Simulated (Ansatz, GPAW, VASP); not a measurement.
# One calculation of NiO, 3 ways

```
Ni O
1.0
     0.00000    2.08590    2.08590
     2.08590    0.00000    2.08590
     2.08590    2.08590    0.00000
Ni O
1 1
Cartesian
  0.0000 0.0000 0.0000
  2.0859 2.0859 2.0859
```

Alike in all runs: task single point; functional PBE; k mesh 11 × 11 × 11; occupations gaussian, width 0.019 eV; collinear spin, ferromagnetic start; no spin-orbit coupling. The measured crystal is an antiferromagnetic insulator; the state found here is the runs' own. Pressure is positive in compression and, in plane waves, holds the error of the finite cutoff.

```
                        program and potentials  plane-wave cutoff (eV)                                                                                 notes  pressure (GPa)  net moment per atom (μB)
             VASP, PBE PAW files Ni, O, 520 eV                     520                                                8 valence electrons an atom on average            6.11                      0.89
    GPAW, GPAW PAW data sets (gpaw-data 1.2.1)                     800  11 valence electrons an atom on average; this data set often lies off other programs           10.23                      0.89
Ansatz, all-electron LAPW, scalar-relativistic                       -                                                                                     -            6.64                      0.91
```

The pressure spans 6.11 (VASP, PBE PAW files Ni, O, 520 eV) to 10.23 GPa (GPAW, GPAW PAW data sets (gpaw-data 1.2.1)), with all-electron results at 6.64. The net moment per atom spans 0.89 (VASP, PBE PAW files Ni, O, 520 eV) to 0.91 μB (Ansatz, all-electron LAPW, scalar-relativistic), with all-electron results at 0.91. The state is the one that the start led to, which needn't be the lowest.

Differences between rows come from potentials, basis sets and numerical settings, since the functional is the same but for its coding. Runs on potential files found faulty are left out.
